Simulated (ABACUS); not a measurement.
# Er (P6_3/mmc) in ABACUS: a series of runs

One crystal, Er, is run at these levels: PBE; tasks: single point.

Everything below comes from runs of ABACUS 3.10.1. Logs are shortened: lines on timing, memory, paths and dates and some standing lists are left out, and cuts for length are marked.

### 1 Starting point

Symmetry: P6_3/mmc, No. 194, hexagonal system. Conventional cell: a = 3.559 Å, b = 3.559 Å, c = 5.587 Å, α = 90.00°, β = 90.00°, γ = 120.00°. Around Er (site symmetry -6m2) lie 12 Er at 3.47 to 3.56 Å.

### 2 Single point, PBE, collinear spin, ferromagnetic start

INPUT

```
INPUT_PARAMETERS
suffix              Er
calculation         scf
basis_type          pw
pseudo_dir          ./
symmetry            1
dft_functional      pbe
ecutwfc             57
pseudo_rcut         10
nspin               2
nbands              15
ks_solver           dav
smearing_method     fd
smearing_sigma      0.00367493
scf_thr             1e-08
scf_nmax            100
mixing_type         broyden
mixing_beta         0.4
cal_force           1
cal_stress          1
kpar                4
```

STRU

```
ATOMIC_SPECIES
Er 167.2590 Er.upf

LATTICE_CONSTANT
1.8897261246

LATTICE_VECTORS
3.5588000000 0.0000000000 0.0000000000
-1.7794000000 3.0820112070 0.0000000000
0.0000000000 0.0000000000 5.5874000000

ATOMIC_POSITIONS
Direct

Er
0.0
2
0.6666666667 0.3333333333 0.7500000000 1 1 1 mag 0
0.3333333333 0.6666666667 0.2500000000 1 1 1 mag 0
```

KPT

```
K_POINTS
0
Gamma
9 9 5 0 0 0
```

Potentials or basis: PseudoDojo NC SR 0.4.1 PBE standard, lanthanides 3+ (f in core), plane waves.

Launch:

```
$ OMP_NUM_THREADS=1 mpirun -np 4 abacus > log
```

running log:

```text
ABACUS v3.10.1

               Atomic-orbital Based Ab-initio Computation at UStc

 ------------------------------------------------------------------------------------

 READING GENERAL INFORMATION
                           global_out_dir = OUT.Er/
                           global_in_card = INPUT
                               pseudo_dir = ./
                              orbital_dir =
                                    DSIZE = 4
                                    GSIZE = 1

 READING UNITCELL INFORMATION
                                    ntype = 1
                  lattice constant (Bohr) = 1.88973
              lattice constant (Angstrom) = 1

 READING ATOM TYPE 1
                               atom label = Er
                      L=0, number of zeta = 1
                      L=1, number of zeta = 1
                      L=2, number of zeta = 1
             number of atom for this type = 2
               magnetization of element 1 = 0
          Autoset magnetism for this atom = 1
          Autoset magnetism for this atom = 1

                        TOTAL ATOM NUMBER = 2
DIRECT COORDINATES
    atom                   x                   y                   z     mag                  vx                  vy                  vz
taud_Er1            0.6666666667        0.3333333333        0.7500000000  1.0000        0.0000000000        0.0000000000        0.0000000000
taud_Er2            0.3333333333        0.6666666667        0.2500000000  1.0000        0.0000000000        0.0000000000        0.0000000000

                          Volume (Bohr^3) = 413.565
                             Volume (A^3) = 61.284

 Lattice vectors: (Cartesian coordinate: in unit of a_0)
              +3.5588                  +0                  +0
              -1.7794            +3.08201                  +0
                   +0                  +0             +5.5874
 Reciprocal vectors: (Cartesian coordinate: in unit of 2 pi/a_0)
            +0.280994           +0.162232                  -0
                   -0           +0.324463                  -0
                   +0                  -0           +0.178974
 The esolver type has been set to : ksdft_pw

                PAO radial cut off (Bohr) = 10

 Read in pseudopotential file is Er.upf
                     pseudopotential type = NC
          exchange-correlation functional = PBE
                 nonlocal core correction = 1
                        valence electrons = 11
                                     lmax = 3
                           number of zeta = 4
                     number of projectors = 7
                           L of projector = 0
                           L of projector = 0
                           L of projector = 1
                           L of projector = 1
                           L of projector = 2
                           L of projector = 2
                           L of projector = 3
     initial pseudo atomic orbital number = 20
 The readin total magnetization is 2

 SETUP THE ELECTRONS NUMBER
            electron number of element Er = 11
      total electron number of element Er = 22
            AUTOSET number of electrons:  = 22
                           occupied bands = 11
                                   NBANDS = 15
                                   NLOCAL = 18

 SETUP THE PLANE WAVE BASIS
 energy cutoff for charge/potential (unit:Ry) = 228
            fft grid for charge/potential = [ 36, 36, 54 ]
                        fft grid division = [ 1, 1, 1 ]
        big fft grid for charge/potential = [ 36, 36, 54 ]
                                     nbxx = 69984
                                     nrxx = 69984

 SETUP PLANE WAVES FOR CHARGE/POTENTIAL
                    number of plane waves = 23973
                         number of sticks = 703

 PARALLEL PW FOR CHARGE/POTENTIAL
     PROC   COLUMNS(POT)             PW
        1            703          23973
 --------------- sum -------------------
        1            703          23973
                            number of |g| = 1184
                                  max |g| = 20.6067
                                  min |g| = 0

----------- Double Check Mixing Parameters Begin ------------
mixing_type: broyden
mixing_beta: 0.4
mixing_gg0: 1
mixing_gg0_min: 0.1
mixing_beta_mag: 1.6
mixing_gg0_mag: 0
mixing_ndim: 8
----------- Double Check Mixing Parameters End ------------

 LATTICE VECTORS: (CARTESIAN COORDINATE: IN UNIT OF A0)
              +3.5588                  +0                  +0
              -1.7794            +3.08201                  +0
                   +0                  +0             +5.5874
                       right hand lattice = 1
                                   NORM_A = 3.5588
                                   NORM_B = 3.5588
[... 48 lines left out ...]
(for k-lattice: )
                             BRAVAIS TYPE = 4
                     BRAVAIS LATTICE NAME = 04. Hexagonal cell
                                    ibrav = 4
                       right hand lattice = 1
                        ROTATION MATRICES = 24
                               nkstot_ibz = 36
K-POINTS REDUCTION ACCORDING TO SYMMETRY
     IBZ    DIRECT_X    DIRECT_Y    DIRECT_Z  WEIGHT  ibz2bz
       1  0.00000000  0.00000000  0.00000000  0.0025       0
       2 -0.11111111  0.11111111  0.00000000  0.0148       1
       3 -0.22222222  0.22222222  0.00000000  0.0148       2
       4 -0.33333333  0.33333333  0.00000000  0.0148       3
       5 -0.44444444  0.44444444  0.00000000  0.0148       4
       6 -0.11111111  0.22222222  0.00000000  0.0148      10
[... 22 lines left out ...]
      29 -0.44444444  0.44444444  0.40000000  0.0296     166
      30 -0.11111111  0.22222222  0.40000000  0.0296     172
[... 6 further k points ...]

                               nkstot now = 36
[... K-POINTS DIRECT COORDINATES: 36 rows ...]

           k-point number in this process = 9
       minimum distributed K point number = 9
[... stars of the k points ...]
                             nks(nspin=2) = 18
                          nkstot(nspin=2) = 72

[... K-POINTS CARTESIAN COORDINATES: 18 rows ...]

[... K-POINTS DIRECT COORDINATES: 18 rows ...]

 SETUP PLANE WAVES FOR WAVE FUNCTIONS
     energy cutoff for wavefunc (unit:Ry) = 57
              fft grid for wave functions = [ 36, 36, 54 ]
                    number of plane waves = 4091
                         number of sticks = 211

 PARALLEL PW FOR WAVE FUNCTIONS
     PROC   COLUMNS(POT)             PW
        1            211           4091
 --------------- sum -------------------
        1            211           4091

 SETUP NONLOCAL PSEUDOPOTENTIALS IN PLANE WAVE BASIS
 Er non-local projectors:
 projector 1 L=0
 projector 2 L=0
 projector 3 L=1
 projector 4 L=1
 projector 5 L=2
 projector 6 L=2
 projector 7 L=3
      TOTAL NUMBER OF NONLOCAL PROJECTORS = 50

 Init Non-Local PseudoPotential table :
 Init Non-Local-Pseudopotential done.

                                     npwx = 3030

 Make real space PAO into reciprocal space.
       max mesh points in Pseudopotential = 1001
     dq(describe PAO in reciprocal space) = 0.01
                                    max q = 910

 number of pseudo atomic orbitals for Er is 4
WARNING: norm of atomic wavefunction # 3 of atomic type Er is 0.999194, renormalized
WARNING: norm of atomic wavefunction # 4 of atomic type Er is 0.999424, renormalized

 -------------------------------------------
 SELF-CONSISTENT
 -------------------------------------------
                                 init_chg = atomic

 PW ALGORITHM --------------- ION=   1  ELEC=   1--------------------------------
 Notice: Threshold on eigenvalues was too large.
 hsover_error=0.22 > DRHO=0.0215532
 Origin diag ethr = 0.01
 New diag ethr = 9.79691e-05
          total magnetism (Bohr mag/cell) = 0.706741
       absolute magnetism (Bohr mag/cell) = 0.706996
                        nelec for spin up = 11.3534
                      nelec for spin down = 10.6466

 Density error is 0.0214765913732
                          Error Threshold = 9.79691246289e-05
----------------------------------------------------------
     Energy           Rydberg                 eV
----------------------------------------------------------
 E_KohnSham     -180.5726835238      -2456.8173990741
 E_Harris       -181.2217046027      -2465.6477838698
 E_Fermi        0.7541715843         10.2610308167
----------------------------------------------------------
[... 151 lines left out ...]
 Density error is 6.91797264831e-09
                          Error Threshold = 2.03133511716e-10
----------------------------------------------------------
     Energy           Rydberg                 eV
----------------------------------------------------------
 E_KohnSham     -180.5795829713      -2456.9112708728
 E_KS(sigma->0) -180.5784598093      -2456.8959894711
 E_Harris       -180.5796669609      -2456.9124136104
 E_band         -20.8777783876       -284.0567476528
 E_one_elec     -42.3139118519       -575.7103058559
 E_Hartree      25.9328705801        352.8348053854
 E_xc           -46.0276961749       -626.2389337911
 E_Ewald        -118.1685992007      -1607.7662738079
 E_entropy(-TS) -0.0022463238        -0.0305628034
 E_descf        0.0000000000         0.0000000000
 E_exx          0.0000000000         0.0000000000
 E_Fermi        0.7470596308         10.1642677242
----------------------------------------------------------

 charge density convergence is achieved
 final etot is -2456.9112709 eV
 EFERMI = 10.164267724 eV

 STATE ENERGY(eV) AND OCCUPATIONS    NSPIN == 2
SPIN UP :
 1/9 kpoint (Cartesian) = 0.0000 0.0000 0.0000 (2941 pws)
       1       -40.6635     0.00246914
       2       -40.6137     0.00246914
       3       -14.8265     0.00246914
       4       -14.3172     0.00246914
       5       -14.3172     0.00246914
       6       -14.2204     0.00246914
       7       -14.2204     0.00246914
       8       -14.1865     0.00246914
       9        4.69139     0.00246914
      10        7.91407     0.00246914
      11        11.1359    8.98069e-12
      12        12.1408    1.67618e-20
      13        12.1408    1.67618e-20
      14        12.4939    1.43885e-23
      15        12.8490    1.18362e-26
[... 71 lines left out ...]
       2       -40.6100      0.0148148
       3       -14.7598      0.0148148
       4       -14.4333      0.0148148
       5       -14.3960      0.0148148
       6       -14.3228      0.0148148
       7       -14.2477      0.0148148
       8       -14.2201      0.0148148
       9        5.53255      0.0148148
      10        8.70752      0.0148148
      11        10.4333    6.78627e-05
      12        10.9010    5.90678e-09
      13        12.0380    7.86718e-19
      14        12.4111    4.51745e-22
      15        12.8571    6.04239e-26

[... levels at 12 further k points ...]

------------------------------------------------------------------------------------------
 TOTAL-FORCE (eV/Angstrom)
------------------------------------------------------------------------------------------
                       Er1         0.0000000000         0.0000000000         0.0000000000
                       Er2         0.0000000000         0.0000000000         0.0000000000
------------------------------------------------------------------------------------------

----------------------------------------------------------------
 TOTAL-STRESS (KBAR)
----------------------------------------------------------------
        -1.1059127524        -0.0000000000         0.0000000000
         0.0000000000        -1.1059127524         0.0000000000
         0.0000000000         0.0000000000        -6.4553182256
----------------------------------------------------------------
 TOTAL-PRESSURE: -2.889048 KBAR

 --------------------------------------------
 !FINAL_ETOT_IS -2456.9112708728389407 eV
 --------------------------------------------
```

It took 44 s on 4 MPI ranks of Intel Xeon Platinum 8259CL at 2.50GHz (Skylake/Cascade Lake), shared host; peak memory 0.4 GiB.

What came out:

| Property | Result |
| --- | --- |
| Free energy | -2456.9113 eV |
| Band gap on the k mesh | none (metal or under the smearing width) |
| Net moment | 0.01 μB per cell |
| Absolute moment | 0.01 μB per cell |

Caveat: the magnetic or orbital state may not be the lowest; all typed moments are zero, and the program then starts from 1 μB on every atom; spin-orbit coupling is left out, which moves the levels of the heavy elements; the 4f electrons are frozen in the core as for a trivalent ion, so they carry no moment and show no levels. The state reached can hang on the start; a lower one may exist.

### 3 Single point, PBE, collinear spin, ferromagnetic start (atoms moved at random, drawn with an rms of 0.05 Å)

INPUT is that of step 2.

Edit STRU of step 2 so:

```diff
@@ -17,3 +17,3 @@
 2
-0.6666666667 0.3333333333 0.7500000000 1 1 1 mag 0
-0.3333333333 0.6666666667 0.2500000000 1 1 1 mag 0
+0.6700560000 0.3441000000 0.7528870000 1 1 1 mag 0
+0.3351950000 0.6623970000 0.2527370000 1 1 1 mag 0
```

KPT is that of step 2.

Potentials or basis: PseudoDojo NC SR 0.4.1 PBE standard, lanthanides 3+ (f in core), plane waves.

Launch:

```
$ OMP_NUM_THREADS=1 mpirun -np 4 abacus > log
```

running log:

```text
ABACUS v3.10.1

               Atomic-orbital Based Ab-initio Computation at UStc

 ------------------------------------------------------------------------------------

 READING GENERAL INFORMATION
                           global_out_dir = OUT.Er/
                           global_in_card = INPUT
                               pseudo_dir = ./
                              orbital_dir =
                                    DSIZE = 4
                                    GSIZE = 1

 READING UNITCELL INFORMATION
                                    ntype = 1
                  lattice constant (Bohr) = 1.88973
              lattice constant (Angstrom) = 1

 READING ATOM TYPE 1
[... 530 lines left out ...]
       4       -14.3596     0.00493827
       5       -14.3384     0.00493827
       6       -14.2729     0.00493827
       7       -14.2246     0.00493827
       8       -14.1971     0.00493827
       9        4.98112     0.00493827
      10        8.19671     0.00493827
      11        10.8479    5.67729e-09
      12        11.5451    4.99206e-15
      13        12.3980    1.94817e-22
      14        12.4761    4.09150e-23
      15        12.9246    5.19879e-27

[... levels at 96 further k points ...]

------------------------------------------------------------------------------------------
 TOTAL-FORCE (eV/Angstrom)
------------------------------------------------------------------------------------------
                       Er1         0.0333720787        -0.0671979396        -0.0032087509
                       Er2        -0.0333720787         0.0671979396         0.0032087509
------------------------------------------------------------------------------------------

----------------------------------------------------------------
 TOTAL-STRESS (KBAR)
----------------------------------------------------------------
         0.5664775135        -0.8123518385        -0.0032928491
        -0.8123518385        -2.8682894822         0.0068762650
        -0.0032928491         0.0068762650        -6.1682741044
----------------------------------------------------------------
 TOTAL-PRESSURE: -2.823362 KBAR

 --------------------------------------------
 !FINAL_ETOT_IS -2456.9093375572260811 eV
 --------------------------------------------
```

Wall time 4.1 min (4 MPI ranks of Intel Xeon Platinum 8259CL at 2.50GHz (Skylake/Cascade Lake), shared host); peak memory 0.68 GiB.

Results:

- Free energy: -2456.9093 eV
- Largest force: 0.075 eV/Å
- Band gap on the k mesh: none (metal or under the smearing width)
- Net moment: 0.01 μB per cell
- Absolute moment: 0.01 μB per cell

Forces in eV/Å, atoms in the order of the input:
```
Er   0.033 -0.067 -0.003
Er  -0.033  0.067  0.003
```

Caveat: the magnetic or orbital state may not be the lowest; all typed moments are zero, and the program then starts from 1 μB on every atom; spin-orbit coupling is left out, which moves the levels of the heavy elements; the 4f electrons are frozen in the core as for a trivalent ion, so they carry no moment and show no levels.
